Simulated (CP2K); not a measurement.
# Al (Im-3m) in CP2K: a series of runs, part 2 of 2

CP2K 2026.2. The steps go on from the part before.

### Step 3. Single point, LDA

al_scf.inp reads:

```
&GLOBAL
  PROJECT al_scf
  RUN_TYPE ENERGY_FORCE
  PRINT_LEVEL LOW
&END GLOBAL
&FORCE_EVAL
  METHOD QS
  STRESS_TENSOR ANALYTICAL
  &DFT
    BASIS_SET_FILE_NAME BASIS_MOLOPT_UZH
    POTENTIAL_FILE_NAME GTH_POTENTIALS
    &MGRID
      CUTOFF 450
      REL_CUTOFF 60
      NGRIDS 4
    &END MGRID
    &QS
      METHOD GPW
      EPS_DEFAULT 1.0E-10
    &END QS
    &KPOINTS
      SCHEME MONKHORST-PACK 12 12 12
      GAMMA_CENTERED T
      SYMMETRY T
      SYMMETRY_BACKEND SPGLIB
    &END KPOINTS
    &SCF
      SCF_GUESS ATOMIC
      EPS_SCF 1.0E-6
      MAX_SCF 100
      ADDED_MOS 8
      CHOLESKY OFF
      EPS_EIGVAL 1.0E-7
      &DIAGONALIZATION ON
        ALGORITHM STANDARD
      &END DIAGONALIZATION
      &MIXING ON
        METHOD BROYDEN_MIXING
        ALPHA 0.4
        BETA 1.5
        NBUFFER 8
      &END MIXING
      &SMEAR ON
        METHOD GAUSSIAN
        SIGMA [eV] 0.02
      &END SMEAR
    &END SCF
    &XC
      &XC_FUNCTIONAL
        &LDA_X
        &END LDA_X
        &LDA_C_PW
        &END LDA_C_PW
      &END XC_FUNCTIONAL
    &END XC
    &PRINT
      &KPOINTS ON
      &END KPOINTS
      &MULLIKEN ON
      &END MULLIKEN
      &MO ON
        ENERGIES T
        OCCUPATION_NUMBERS T
        &EACH
          QS_SCF 0
        &END EACH
        ADD_LAST NUMERIC
      &END MO
      &E_DENSITY_CUBE ON
        STRIDE 1
      &END E_DENSITY_CUBE
      &V_HARTREE_CUBE ON
        STRIDE 1
      &END V_HARTREE_CUBE
      &ELF_CUBE ON
        STRIDE 1
      &END ELF_CUBE
    &END PRINT
  &END DFT
  &SUBSYS
    &CELL
      ABC 2.7560716170 2.7560716170 2.7560716170
      ALPHA_BETA_GAMMA 109.4712206349 109.4712206342 109.4712206342
      PERIODIC XYZ
    &END CELL
    &COORD
      SCALED
      Al  0.0000000000 0.0000000000 0.0000000000
    &END COORD
    &KIND Al
      BASIS_SET TZVP-MOLOPT-PBE-GTH-q3
      POTENTIAL GTH-PADE-q3
    &END KIND
    &PRINT
      &ATOMIC_COORDINATES ON
      &END ATOMIC_COORDINATES
      &CELL ON
      &END CELL
    &END PRINT
  &END SUBSYS
  &PRINT
    &FORCES ON
    &END FORCES
    &STRESS_TENSOR ON
    &END STRESS_TENSOR
  &END PRINT
&END FORCE_EVAL
```

Potentials or basis: GTH_POTENTIALS Al GTH-PADE-q3; TZVP-MOLOPT-PBE-GTH basis.

On the command line:

```console
OMP_NUM_THREADS=1 cp2k.psmp -i al_scf.inp -o al_scf.out
```

al_scf.out:

```text

 CP2K| version string:                                       CP2K version 2026.2
 CP2K| Input file name                                                al_scf.inp

 GLOBAL| Force Environment number                                              1
 GLOBAL| Basis set file name                                    BASIS_MOLOPT_UZH
 GLOBAL| Potential file name                                      GTH_POTENTIALS
 GLOBAL| MM Potential file name                                     MM_POTENTIAL
 GLOBAL| Coordinate file name                                      __STD_INPUT__
 GLOBAL| Method name                                                        CP2K
 GLOBAL| Project name                                                     al_scf
 GLOBAL| Run type                                                   ENERGY_FORCE
 GLOBAL| FFT library                                                       FFTW3
[... 6 lines left out ...]
 GLOBAL| Total number of message passing processes                             1
 GLOBAL| Number of threads for this process                                    1
 GLOBAL| CPU model name                          Intel(R) Xeon(R) Platinum 8488C

 CELL| Volume [angstrom^3]:                                            16.115716
 CELL| Vector a [angstrom]:       2.756     0.000     0.000   |a| =     2.756072
 CELL| Vector b [angstrom]:      -0.919     2.598     0.000   |b| =     2.756072
 CELL| Vector c [angstrom]:      -0.919    -1.299     2.250   |c| =     2.756072
 CELL| Angle (b,c), alpha [degree]:                                   109.471221
 CELL| Angle (a,c), beta  [degree]:                                   109.471221
 CELL| Angle (a,b), gamma [degree]:                                   109.471221
 CELL| Numerically orthorhombic:                                              NO
 CELL| Periodicity                                                           XYZ

[... 385 lines left out ...]
 MO|      9               1.193058              32.464750               0.000000
 MO|     10               1.485016              40.409345               0.000000
 MO| Sum:                                                               4.000000
 MO| E(Fermi):            0.257705 a.u.          7.012519 eV
 MO| Band gap:            0.074120 a.u.          2.016912 eV

 [... the levels of further k-points ...]

 The electron density is written in Cube    file format to the file:

 al_scf-ELECTRON_DENSITY-1_0.cube

 !-----------------------------------------------------------------------------!
                     Mulliken Population Analysis

 #  Atom  Element  Kind  Atomic population                           Net charge
       1     Al       1          3.000000                              0.000000
 # Total charge                              3.000000                  0.000000

 !-----------------------------------------------------------------------------!

               ----- ELF is computed on the real space grid -----

 ELF is written in Cube    file format to the file:

 al_scf-ELF_S1-1_0.cube

 ENERGY| Total FORCE_EVAL ( QS ) energy [hartree]             -2.093261722217154

 FORCES| Atomic forces [hartree/bohr]
 FORCES|   Atom     x               y               z               |f|
 FORCES|      1  1.09660594E-17  7.05945106E-16  1.76065056E-15   1.89693678E-15
 FORCES| Sum     1.09660594E-17  7.05945106E-16  1.76065056E-15
 FORCES| Total atomic force                                       1.89693678E-15

 STRESS| Analytical stress tensor [bar]
 STRESS|                        x                   y                   z
 STRESS|      x       -1.57883314457E+03  -5.75136723983E-01   5.57102873878E-03
 STRESS|      y       -5.75136723983E-01  -1.57900087149E+03  -5.57498582599E-02
 STRESS|      z        5.57102873878E-03  -5.57498582599E-02  -1.57786939521E+03
 STRESS| 1/3 Trace                                            -1.57856780376E+03
 STRESS| Determinant                                          -3.93359460002E+09

 STRESS| Eigenvectors and eigenvalues of the analytical stress tensor [bar]
 STRESS|                        1                   2                   3
 STRESS| Eigenvalues  -1.57949913835E+03  -1.57833930136E+03  -1.57786497156E+03
 STRESS|      x           0.653297813183      0.755466165212      0.049727663421
 STRESS|      y           0.756731463737     -0.649516906541     -0.074062675541
 STRESS|      z           0.023652887362     -0.086015471498      0.996012991673
```

Run time: 1.8 min. Hardware: 1 thread of Intel Xeon Platinum 8488C (Sapphire Rapids), shared host; peak memory 0.25 GiB.

What came out:

```yaml
Free_energy: -56.9605 eV
Pressure: -0.2 GPa
Band_gap_on_the_k_mesh: none (metal or under the smearing width)
```

Levels at points of the mesh, in eV from the Fermi level:
| k point | band 1 | band 2 | band 3 | band 4 | band 5 |
| --- | --- | --- | --- | --- | --- |
| (0.00, 0.00, 0.00) | -11.29 | 14.09 | 14.09 | 14.09 | 14.56 |
| (0.00, 0.00, 0.50) | -4.39 | -3.88 | 8.23 | 9.28 | 10.26 |
| (0.50, 0.50, 0.50) | 1.90 | 1.90 | 1.90 | 3.82 | 3.82 |

Caveat: the basis of atomic orbitals isn't converged, which shifts pressures, moduli and gaps.

### Step 4. Single point, RPBE

al_scf.inp: that of step 3 with these lines changed.

```diff
@@ -10,3 +10,3 @@
     BASIS_SET_FILE_NAME BASIS_MOLOPT_UZH
-    POTENTIAL_FILE_NAME GTH_POTENTIALS
+    POTENTIAL_FILE_NAME POTENTIAL_UZH
     &MGRID
@@ -49,6 +49,6 @@
       &XC_FUNCTIONAL
-        &LDA_X
-        &END LDA_X
-        &LDA_C_PW
-        &END LDA_C_PW
+        &GGA_X_RPBE
+        &END GGA_X_RPBE
+        &GGA_C_PBE
+        &END GGA_C_PBE
       &END XC_FUNCTIONAL
@@ -86,3 +86,2 @@
     &COORD
-      SCALED
       Al  0.0000000000 0.0000000000 0.0000000000
@@ -91,3 +90,3 @@
       BASIS_SET TZVP-MOLOPT-PBE-GTH-q3
-      POTENTIAL GTH-PADE-q3
+      POTENTIAL GTH-PBE-q3
     &END KIND
```

Potentials or basis: POTENTIAL_UZH Al GTH-PBE-q3; TZVP-MOLOPT-PBE-GTH basis.

On the command line:

```console
OMP_NUM_THREADS=1 cp2k.psmp -i al_scf.inp -o al_scf.out
```

It took 98 s on 1 thread of Intel Xeon Platinum 8488C (Sapphire Rapids), shared host; peak memory 0.26 GiB.

Results (log left out):

| Property | Result |
| --- | --- |
| Free energy | -56.3071 eV |
| Pressure | 3.5 GPa |
| Band gap on the k mesh | none (metal or under the smearing width) |

Levels at points of the mesh, in eV from the Fermi level:
```csv
k point,band 1,band 2,band 3,band 4
"(0.00, 0.00, 0.00)",-11.32,14.07,14.07,14.07
"(0.00, 0.00, 0.50)",-4.42,-3.89,8.36,9.19
"(0.50, 0.50, 0.50)",1.95,1.95,1.95,3.69
```

Caveat: the potentials were made for another functional, which shifts forces and pressure; the basis of atomic orbitals isn't converged, which shifts pressures, moduli and gaps.

### Step 5. Overview

| task | level | potentials or basis | cell | smearing | potentials | D3 from the s-dftd3 library (D3_REFERENCE_CODE) | hirshfeld SHAPE_FUNCTION | VORONOI_RADII | cutoff radius of the dispersion sum (A) | gap on the mesh (eV) | pressure (GPa) |
| --- | --- | --- | --- | --- | --- | --- | --- | --- | --- | --- | --- |
| atomic charges | RPBE+D3(BJ) | POTENTIAL_UZH Al GTH-PBE-q3; TZVP-MOLOPT-PBE-GTH basis | volume scaled by 1.25 | fermi-dirac 0.02 eV | Al GTH-PBE-q3 of POTENTIAL_UZH | yes | DENSITY | COVALENT | 20 | none | -23.6 |
| single point | LDA | GTH_POTENTIALS Al GTH-PADE-q3; TZVP-MOLOPT-PBE-GTH basis | as given | gaussian 0.02 eV | Al GTH-PADE-q3 of GTH_POTENTIALS | - | - | - | - | none | -0.2 |
| single point | RPBE | POTENTIAL_UZH Al GTH-PBE-q3; TZVP-MOLOPT-PBE-GTH basis | as given | gaussian 0.02 eV | Al GTH-PBE-q3 of POTENTIAL_UZH | - | - | - | - | none | 3.5 |

Alike in all rows: no spin polarisation; k mesh 12 × 12 × 12.

Caveats: the basis of atomic orbitals isn't converged, which shifts pressures, moduli and gaps; the potentials were made for another functional, which shifts forces and pressure (some runs); so large a pressure means that the cell lies far from this level's equilibrium, or that cutoff or potentials fall short (some runs); pairwise dispersion overbinds metals, which lowers pressure and volume (some runs).

Total energies depend on the potentials used, so only differences within one code and one set of settings carry meaning.
